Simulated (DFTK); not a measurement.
Crystal: HfN.

```xyz
2
Lattice="0.0000 2.2560 2.2560 2.2560 0.0000 2.2560 2.2560 2.2560 0.0000" Properties=species:S:1:pos:R:3 pbc="T T T"
Hf    0.0000    0.0000    0.0000
N     2.2560    2.2560    2.2560
```

Base run:

```yaml
Program: DFTK 0.8.2
Functional: BLYP
Potentials_or_basis: SG15 1.2 (PBE)
Cutoff: 1225 eV
k_mesh: 8 × 8 × 8
Occupations: fermi-dirac, width 0.05 eV
Spin: no spin polarisation
```

Its results: band gap on the k mesh none (metal or under the smearing width); pressure 12.6 GPa.

Task: The run is repeated on the same cell with these changes: functional from BLYP to r2SCAN. What comes out?

Result: Band gap on the k mesh none (metal or under the smearing width); pressure -7.3 GPa.

Caveats: the potentials were made for another functional, which shifts forces and pressure; spin-orbit coupling is left out, which moves the levels of the heavy elements.
